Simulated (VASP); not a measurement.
# NaCl (Fm-3m) in VASP: a series of runs

One crystal, NaCl, is run at these levels: PBEsol, LDA; tasks: relaxation of the atoms, relaxation of cell and atoms.

Program: VASP 6.6.1. These are calculated values, not measurements. Logs are shortened: lines on timing, memory, paths and dates and some standing lists are left out, and cuts for length are marked.

## (1) The structure

The structure is cubic, space group Fm-3m (No. 225). The conventional cell has a = 5.620 Å, b = 5.620 Å, c = 5.620 Å, α = 90.00°, β = 90.00°, γ = 90.00°. Around Na (site symmetry m-3m) lie 6 Cl at 2.81 Å. Around Cl (site symmetry m-3m) lie 6 Na at 2.81 Å.

## (2) Relaxation of the atoms, PBEsol (a relaxed cell with its volume scaled by 1.04)

INCAR

```
PREC     = Accurate       # precision mode
ENCUT    = 600            # plane-wave cutoff, eV
EDIFF    = 1E-7           # SCF threshold, eV
ISMEAR   = 0              # smearing method
SIGMA    = 0.03           # smearing width, eV
LREAL    = False          # projectors in reciprocal space
LASPH    = True           # aspherical terms in the spheres
NELM     = 80             # most SCF steps
ALGO     = Normal         # electronic algorithm
ISIF     = 2              # what is computed and relaxed
LWAVE    = False          # write WAVECAR
LCHARG   = False          # write CHGCAR
GGA      = PS             # functional
IBRION   = 2              # ionic algorithm
NSW      = 40             # ionic steps
EDIFFG   = -0.01          # ionic threshold
```

KPOINTS

```
Automatic mesh
0
Gamma
  8 8 8
```

POSCAR

```
NaCl                                    
1.0
   -0.0000000000      2.8407606220      2.8407606220
    2.8407606220     -0.0000000000      2.8407606220
    2.8407606220      2.8407606220     -0.0000000000
  Na              Cl            
     1     1
Direct
     0.0000000000000000    0.0000000000000000    0.0000000000000000
     0.5000000000000000    0.5000000000000000    0.5000000000000000
```

Potentials or basis: VASP PAW PBE potentials, release 64 (Na_pv, Cl).

The run is started by

```sh
cat potpaw_PBE.64/Na_pv/POTCAR potpaw_PBE.64/Cl/POTCAR > POTCAR
mpirun -np 1 vasp_std > vasp.out
```

OUTCAR:

```text
PREC = Accurate
   ENCUT = 600
   EDIFF = 1E-7
   ISMEAR = 0
   LREAL = False
   LASPH = True
   NELM = 80
   ISIF = 2
   GGA = PS
   IBRION = 2
   NSW = 40
   EDIFFG = -0.01

 ion  position               nearest neighbor table
   1  0.000  0.000  0.000-
   2  0.500  0.500  0.500-

  LATTYP: Found a face centered cubic cell.
 ALAT       =     5.6815212440

  Lattice vectors:

 A1 = (   0.0000000000,   2.8407606220,   2.8407606220)
 A2 = (   2.8407606220,   0.0000000000,   2.8407606220)
 A3 = (   2.8407606220,   2.8407606220,   0.0000000000)

Analysis of symmetry for initial positions (statically):
=====================================================================
 Subroutine PRICEL returns:
 Original cell was already a primitive cell.

 Routine SETGRP: Setting up the symmetry group for a
 face centered cubic supercell.

 Subroutine GETGRP returns: Found 48 space group operations
 (whereof 48 operations were pure point group operations)
 out of a pool of 48 trial point group operations.

The static configuration has the point symmetry O_h .

Analysis of symmetry for dynamics (positions and initial velocities):
=====================================================================
 Subroutine PRICEL returns:
 Original cell was already a primitive cell.

 Routine SETGRP: Setting up the symmetry group for a
 face centered cubic supercell.

 Subroutine GETGRP returns: Found 48 space group operations
 (whereof 48 operations were pure point group operations)
 out of a pool of 48 trial point group operations.

The dynamic configuration has the point symmetry O_h .

 Subroutine INISYM returns: Found 48 space group operations
 (whereof 48 operations are pure point group operations),
 and found     1 'primitive' translations

----------------------------------------------------------------------------------------

                                     Primitive cell

  volume of cell :      45.8494

  direct lattice vectors                    reciprocal lattice vectors
     0.000000000  2.840760622  2.840760622    -0.176009198  0.176009198  0.176009198
     2.840760622  0.000000000  2.840760622     0.176009198 -0.176009198  0.176009198
     2.840760622  2.840760622  0.000000000     0.176009198  0.176009198 -0.176009198

  length of vectors
     4.017442199  4.017442199  4.017442199     0.304856874  0.304856874  0.304856874

  position of ions in fractional coordinates (direct lattice)
     0.000000000  0.000000000  0.000000000
     0.500000000  0.500000000  0.500000000

  ion indices of the primitive-cell ions
   primitive index   ion index
                 1           1
                 2           2

----------------------------------------------------------------------------------------

 KPOINTS: Automatic mesh

Automatic generation of k-mesh.
 Grid dimensions read from file:
 generate k-points for:    8    8    8

 Generating k-lattice:

  Cartesian coordinates                     Fractional coordinates (reciprocal lattice)
    -0.022001150  0.022001150  0.022001150     0.125000000  0.000000000  0.000000000
     0.022001150 -0.022001150  0.022001150     0.000000000  0.125000000  0.000000000
     0.022001150  0.022001150 -0.022001150     0.000000000  0.000000000  0.125000000

  Length of vectors
     0.038107109  0.038107109  0.038107109

  Shift w.r.t. Gamma in fractional coordinates (k-lattice)
     0.000000000  0.000000000  0.000000000

 Subroutine IBZKPT returns following result:
 ===========================================

 Found     29 irreducible k-points:

 Following reciprocal coordinates:
            Coordinates               Weight
  0.000000  0.000000  0.000000      1.000000
  0.125000  0.000000  0.000000      8.000000
  0.250000  0.000000  0.000000      8.000000
  0.375000  0.000000  0.000000      8.000000
  0.500000  0.000000  0.000000      4.000000
  0.125000  0.125000  0.000000      6.000000
[... 16 lines left out ...]
  0.500000  0.250000  0.125000     48.000000
 -0.375000  0.250000  0.125000     24.000000
 [... further k-points ...]
   k-points           NKPTS =     29   k-points in BZ     NKDIM =     29   number of bands    NBANDS=     11
   number of dos      NEDOS =    301   number of ions     NIONS =      2
   total plane-waves  NPLWV =  32768
   dimension x,y,z NGX =    32 NGY =   32 NGZ =   32
   dimension x,y,z NGXF=    64 NGYF=   64 NGZF=   64
   ions per type =               1   1
   NGX,Y,Z   is equivalent  to a cutoff of  13.24, 13.24, 13.24 a.u.
   NGXF,Y,Z  is equivalent  to a cutoff of  26.48, 26.48, 26.48 a.u.
 SYSTEM =  unknown system
   PREC   = accura    normal or accurate (medium, high low for compatibility)
   ISTART =      0    job   : 0-new  1-cont  2-samecut
   ICHARG =      2    charge: 1-file 2-atom 10-const
   ISPIN  =      1    spin polarized calculation?
   LNONCOLLINEAR =      F non collinear calculations
   LSORBIT =      F    spin-orbit coupling
   LASPH  =      T    aspherical Exc in radial PAW
   ENCUT  =  600.0 eV  44.10 Ry    6.64 a.u.   8.02  8.02  8.02*2*pi/ulx,y,z
   NELM   =     80;   NELMIN=  2; NELMDL= -5     # of ELM steps
   EDIFF  = 0.1E-06   stopping-criterion for ELM
   LREAL  =      F    real-space projection
   EDIFFG = -.1E-01   stopping-criterion for IOM
   NSW    =     40    number of steps for IOM
   IBRION =      2    ionic relax: 0-MD 1-quasi-New 2-CG
   NFREE  =      1    steps in history (QN), initial steepest desc. (CG)
   ISIF   =      2    stress and relaxation
   ISYM   =      2    0-nonsym 1-usesym 2-fastsym
   POTIM  = 0.5000    time-step for ionic-motion
   TEBEG  =    0.0;   TEEND  =   0.0 temperature during run
   PSTRESS=    0.0 pullay stress
   NELECT =      14.0000    total number of electrons
   NUPDOWN=      -1.0000    fix difference up-down
   EMIN   =  10.00;   EMAX   =-10.00  energy-range for DOS
   EFERMI =   0.00;   METHOD = LEGACY
   ISMEAR =     0;   SIGMA  =   0.03  broadening in eV -4-tet -1-fermi 0-gaus
   EFERMI_NEDOS =   21; number of points for ismear=-14 and -15
   IALGO  =     38    algorithm
   IMIX   =      4    mixing-type and parameters
     AMIX     =   0.40;   BMIX     =  1.00
     AMIX_MAG =   1.60;   BMIX_MAG =  1.00
  volume/ion in A,a.u.               =      22.92       154.70
  Fermi-wavevector in a.u.,A,eV,Ry     =   1.102401  2.083236 16.534992  1.215288
  Thomas-Fermi vector in A             =   2.238843
   LORBIT       =      0    0 simple, 1 ext, 2 COOP (PROOUT), +10 PAW based schemes
   GGA     = PS    functional components
   LHFCALC =     F    Hartree Fock is set to
   AEXX    =    0.0000 exact exchange contribution
   IVDW    =     0    specifies the selected vdW correction
   LEPSILON=     F    determine dielectric tensor
   LRPA    =     F    only Hartree local field effects (RPA)
 conjugate gradient relaxation of ions
 non-spin polarized calculation
 Gauss-broadening in eV      SIGMA  =   0.03
  energy-cutoff  :      600.00
  volume of cell :       45.85
 maximum number of plane-waves:      1543
   NGX = 17   NGY = 17   NGZ = 17

 number of electron      13.9999999 magnetization

 Free energy of the ion-electron system (eV)
  ---------------------------------------------------
  ext. energy  EPLUGINS =         0.00000000
  ---------------------------------------------------
  free energy    TOTEN  =        -6.99321720 eV

  energy without entropy =       -6.99321720  energy(sigma->0) =       -6.99321720

 E-fermi :  -0.6903     XC(G=0):  -8.2364

 val. band max:       -0.9096341819   @ k =   0.0000   0.0000   0.0000
 cond. band min:       3.9440436898   @ k =   0.0000   0.0000   0.0000
 fundamental gap:      4.8536778717
 Fermi energy:        -0.6903350024

 k-point     1 :       0.0000    0.0000    0.0000
  band No.  band energies     occupation
      1     -21.6033      2.00000
      2     -21.6033      2.00000
      3     -21.6033      2.00000
      4     -13.5040      2.00000
      5      -0.9096      2.00000
      6      -0.9096      2.00000
      7      -0.9096      2.00000
      8       3.9440      0.00000
      9      10.0659      0.00000
     10      10.0659      0.00000
     11      10.0659      0.00000

 k-point     2 :       0.1250    0.0000    0.0000
  band No.  band energies     occupation
      1     -21.6074      2.00000
      2     -21.6036      2.00000
      3     -21.6036      2.00000
      4     -13.4588      2.00000
      5      -1.2781      2.00000
      6      -0.9493      2.00000
      7      -0.9493      2.00000
      8       4.4391      0.00000
      9       9.4947      0.00000
     10      10.2536      0.00000
     11      10.2536      0.00000

 k-point     3 :       0.2500    0.0000    0.0000
  band No.  band energies     occupation
      1     -21.6172      2.00000
      2     -21.6044      2.00000
      3     -21.6044      2.00000
      4     -13.3468      2.00000
      5      -1.9993      2.00000
      6      -1.0420      2.00000
      7      -1.0420      2.00000
      8       5.4135      0.00000
      9       8.8936      0.00000
     10      10.3322      0.00000
     11      10.3322      0.00000

 k-point     4 :       0.3750    0.0000    0.0000
  band No.  band energies     occupation
      1     -21.6268      2.00000
      2     -21.6051      2.00000
      3     -21.6051      2.00000
      4     -13.2302      2.00000
      5      -2.5915      2.00000
      6      -1.1309      2.00000
      7      -1.1309      2.00000
      8       6.0194      0.00000
      9       9.0691      0.00000
     10      10.0398      0.00000
     11      10.0398      0.00000

 k-point     5 :       0.5000    0.0000    0.0000
  band No.  band energies     occupation
      1     -21.6308      2.00000
      2     -21.6054      2.00000
      3     -21.6054      2.00000
      4     -13.1805      2.00000
      5      -2.8137      2.00000
      6      -1.1666      2.00000
      7      -1.1666      2.00000
      8       6.1314      0.00000
      9       9.4167      0.00000
     10       9.9003      0.00000
     11       9.9003      0.00000
[... 211 lines left out ...]
 k-point    21 :       0.5000    0.5000    0.0000
  band No.  band energies     occupation
      1     -21.6224      2.00000
      2     -21.6110      2.00000
      3     -21.6110      2.00000
      4     -13.1334      2.00000
      5      -2.5544      2.00000
      6      -1.4977      2.00000
      7      -1.4977      2.00000
      8       6.4664      0.00000
      9       7.0009      0.00000
     10      10.0681      0.00000
     11      13.5165      0.00000

 k-point    22 :       0.3750    0.2500    0.1250
  band No.  band energies     occupation
      1     -21.6186      2.00000
      2     -21.6085      2.00000
      3     -21.6055      2.00000
      4     -13.2732      2.00000
      5      -2.1452      2.00000
      6      -1.3687      2.00000
      7      -1.1557      2.00000
      8       6.2638      0.00000
      9       8.2646      0.00000
     10       9.4629      0.00000
     11      11.0931      0.00000

 k-point    23 :       0.5000    0.2500    0.1250
  band No.  band energies     occupation
      1     -21.6234      2.00000
      2     -21.6106      2.00000
      3     -21.6067      2.00000
      4     -13.1861      2.00000
      5      -2.4291      2.00000
      6      -1.5861      2.00000
      7      -1.2608      2.00000
      8       7.0088      0.00000
      9       8.4415      0.00000
     10       8.8574      0.00000
     11      10.8170      0.00000

 k-point    24 :      -0.3750    0.2500    0.1250
  band No.  band energies     occupation
      1     -21.6255      2.00000
      2     -21.6110      2.00000
      3     -21.6075      2.00000
      4     -13.1493      2.00000
      5      -2.5430      2.00000
      6      -1.6630      2.00000
      7      -1.3132      2.00000
      8       7.1834      0.00000
      9       8.4560      0.00000
     10       9.0984      0.00000
     11      10.6343      0.00000

 [... further k-points ...]

------------------------ aborting loop because EDIFF is reached ----------------------------------------

  FORCE on cell =-STRESS in cart. coord.  units (eV):
  Direction    XX          YY          ZZ          XY          YZ          ZX
  --------------------------------------------------------------------------------------
  -------------------------------------------------------------------------------------
  Total       -0.2733425     -0.2733425     -0.2733425      0.0000000     -0.0000000      0.0000000
  in kB       -9.5517691     -9.5517691     -9.5517691      0.0000000     -0.0000000      0.0000000
  external PRESSURE =      -9.5517691 kB  Pullay stress =       0.0000000 kB

 VOLUME and BASIS-vectors are now :
 -----------------------------------------------------------------------------
  energy-cutoff  :      600.00
  volume of cell :       45.85
      direct lattice vectors                 reciprocal lattice vectors
     0.000000000  2.840760622  2.840760622    -0.176009198  0.176009198  0.176009198
     2.840760622  0.000000000  2.840760622     0.176009198 -0.176009198  0.176009198
     2.840760622  2.840760622  0.000000000     0.176009198  0.176009198 -0.176009198

 POSITION                                       TOTAL-FORCE (eV/Angst)
 -----------------------------------------------------------------------------------
      0.00000      0.00000      0.00000        -0.000000     -0.000000      0.000000
      2.84076      2.84076      2.84076         0.000000      0.000000     -0.000000
 -----------------------------------------------------------------------------------
    total drift:                                0.000000     -0.000000     -0.000000

  FREE ENERGIE OF THE ION-ELECTRON SYSTEM (eV)
  ---------------------------------------------------
  free  energy   TOTEN  =        -6.9932171972 eV

  energy  without entropy=       -6.9932171972  energy(sigma->0) =       -6.99321720

 reached required accuracy - stopping structural energy minimisation
```

Wall time 6 s (1 thread of Intel Xeon 6975P-C (Granite Rapids), shared host); peak memory 0.17 GiB.

What came out:

```yaml
Free_energy: -6.9932 eV
Pressure_after_relaxing: -1.0 GPa
Band_gap_on_the_k_mesh: 4.85 eV, direct
```

Final structure:
```
Na Cl
1.0
     0.00000    2.84076    2.84076
     2.84076    0.00000    2.84076
     2.84076    2.84076    0.00000
Na Cl
1 1
Direct
  0.00000 0.00000 0.00000
  0.50000 0.50000 0.50000
```

Levels at points of the mesh, in eV from the valence-band top:
| k point | band 3 | band 4 | band 5 | band 6 | band 7 | band 8 | band 9 | band 10 | band 11 |
| --- | --- | --- | --- | --- | --- | --- | --- | --- | --- |
| (0.00, 0.00, 0.00) | -20.69 | -12.59 | 0.00 | 0.00 | 0.00 | 4.85 | 10.98 | 10.98 | 10.98 |
| (0.50, 0.00, 0.00) | -20.70 | -12.27 | -1.90 | -0.26 | -0.26 | 7.04 | 10.33 | 10.81 | 10.81 |
| (0.50, 0.50, 0.00) | -20.70 | -12.22 | -1.64 | -0.59 | -0.59 | 7.38 | 7.91 | 10.98 | 14.43 |

Caveat: the relaxation stopped at its first step, so nothing moved; the PAW data sets were made with another functional, which shifts forces and pressure a little. A k mesh can miss the band edges.

## (3) Relaxation of the atoms, PBEsol (a relaxed cell with its volume scaled by 1.06)

INCAR is that of step 2.

KPOINTS is that of step 2.

POSCAR

```
NaCl                                    
1.0
   -0.0000000000      2.8588551266      2.8588551266
    2.8588551266     -0.0000000000      2.8588551266
    2.8588551266      2.8588551266     -0.0000000000
  Na              Cl            
     1     1
Direct
     0.0000000000000000    0.0000000000000000    0.0000000000000000
     0.5000000000000000    0.5000000000000000    0.5000000000000000
```

Potentials or basis: VASP PAW PBE potentials, release 64 (Na_pv, Cl).

The run is started by

```sh
cat potpaw_PBE.64/Na_pv/POTCAR potpaw_PBE.64/Cl/POTCAR > POTCAR
mpirun -np 1 vasp_std > vasp.out
```

Run time: 6.2 s. Hardware: 1 thread of Intel Xeon 6975P-C (Granite Rapids), shared host; peak memory 0.17 GiB.

The run converged. Its results:

```yaml
Free_energy: -6.9870 eV
Pressure_after_relaxing: -1.3 GPa
Band_gap_on_the_k_mesh: 4.79 eV, direct
```

Final structure:
```xyz
2
Lattice="0.0000 2.8589 2.8589 2.8589 0.0000 2.8589 2.8589 2.8589 0.0000" Properties=species:S:1:pos:R:3 pbc="T T T"
Na    0.0000    0.0000    0.0000
Cl    2.8589    2.8589    2.8589
```

Levels at points of the mesh, in eV from the valence-band top:
```csv
k point,band 4,band 5,band 6,band 7,band 8,band 9,band 10,band 11
"(0.00, 0.00, 0.00)",-12.55,0.00,0.00,0.00,4.79,10.95,10.95,10.95
"(0.50, 0.00, 0.00)",-12.25,-1.85,-0.25,-0.25,7.01,10.18,10.76,10.76
"(0.50, 0.50, 0.00)",-12.20,-1.60,-0.57,-0.57,7.32,7.92,10.85,14.26
```

Caveat: the relaxation stopped at its first step, so nothing moved; the PAW data sets were made with another functional, which shifts forces and pressure a little. A k mesh can miss the band edges.

(Continued in part 2 of 2.)
